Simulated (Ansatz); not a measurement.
# Ga (I-43d): electronic heat capacity and spin susceptibility from the density of states

Level of theory: DFT PBE, scalar-relativistic, plane waves, PAW in Ansatz 0.2.0.

Settings: cutoff 420 eV, Γ-centred mesh 8×8×8 on the computed 6-atom cell, Gaussian smearing of 0.10 eV; no spin polarisation.

Relaxed cell: I-43d, a = 6.104 Å, b = 6.104 Å, c = 6.104 Å, α = 90.00°, β = 90.00°, γ = 90.00°, 6 atoms in the primitive cell. This form isn't the element's structure at ambient conditions.

The density of states at the Fermi level is 2.468 states/eV in the cell of 6 atoms (6 formula units; both spins, tetrahedra on a 12×12×12 mesh).

Q: What Sommerfeld coefficient and Pauli susceptibility does this give?

A: Per formula unit N(E_F) = 0.411 states/eV. γ = (π²/3) k_B² N(E_F) N_A = 2.357 mJ/(mol K²) per state/eV, so γ = 1.0 mJ/(mol K²), a mole of formula units. χ_P = μ_B² N(E_F) N_A = 3.23×10⁻⁵ emu/mol per state/eV gives 1.3×10⁻⁵ emu/mol. This is the bare band result: a measured γ of the same phase is as a rule larger by a factor 1 + λ from phonons and spin fluctuations, the spin part of χ is larger by the Stoner factor, and a measured χ also holds orbital and core terms. N(E_F) at one energy is sensitive to the mesh where the density of states has sharp peaks.

Cost: 1 run of about 2.8 core-minutes, on Intel Xeon Processor @ 2.50GHz (Skylake/Cascade Lake) (shared hosts).